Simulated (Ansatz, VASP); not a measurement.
Two plane-wave programs on InSe

INCAR

```
PREC     = Accurate       # precision mode
ENCUT    = 520            # plane-wave cutoff, eV
EDIFF    = 1E-6           # SCF threshold, eV
ISMEAR   = -1             # smearing method
SIGMA    = 0.05           # smearing width, eV
LREAL    = False          # projectors in reciprocal space
LASPH    = True           # aspherical terms in the spheres
NELM     = 100            # most SCF steps
ALGO     = Normal         # electronic algorithm
ISIF     = 2              # what is computed and relaxed
LWAVE    = False          # write WAVECAR
LCHARG   = False          # write CHGCAR
GGA      = PE             # functional
NBANDS   = 16             # bands
```

The input KPOINTS:

```
Automatic mesh
0
Gamma
  7 7 7
```

Contents of POSCAR:

```
InSe
1.0
    3.6320400000      0.0000000000      0.0000000000
    0.0000000000      3.6320400000      0.0000000000
    0.0000000000      0.0000000000      3.6320400000
In Se
1 1
Direct
    0.4958860000      0.4953830000      0.4960430000
   -0.0059760000     -0.0016720000     -0.0102530000
```

input.yaml

```yaml
crystal:
  lattice:
    - [3.63204, 0.0, 0.0]
    - [0.0, 3.63204, 0.0]
    - [0.0, 0.0, 3.63204]
  atoms:
    - { symbol: In, position: [0.495886, 0.495383, 0.496043] }
    - { symbol: Se, position: [-0.005976, -0.001672, -0.010253] }
hamiltonian:
  xc: pbe
  pseudopotentials: { kind: paw }
kpoints:
  mp_grid: { grid: [7, 7, 7] }
scf:
  occupations: { method: fermi_dirac, width: 0.05 }
output:
  forces: true
  stress: true
  eigenvalues: true
```

Change from the starting cell: atoms moved at random, drawn with an rms of 0.05 Å.

Alike in both runs: task single point; functional PBE; k mesh 7 × 7 × 7; occupations fermi-dirac, width 0.05 eV; no spin polarisation.

|  | VASP | Ansatz |
| --- | --- | --- |
| version | VASP 6.6.1 | Ansatz 0.2.0 |
| potentials or method | VASP PAW PBE potentials, release 64 (In_d, Se) | Ansatz PAW |
| plane-wave cutoff (eV) | 520 | 420 |
| valence electrons in the cell | 19 | 29 |

```csv
,VASP,Ansatz,Ansatz less VASP
gap on the k mesh at the Fermi level (eV),none,none,-
pressure (GPa),0.0,0.0,-0.01
rms of the force components (eV/Å),0.004,0.004,+0.0002
```

Atom by atom the forces differ by 0.000 eV/Å (rms over components). A gap of «none» marks a metal or a gap that the smearing closes. With one functional, cell and mesh, what is left measures potentials, basis and numerics. The two sets of potentials don't hold the same shells in valence.
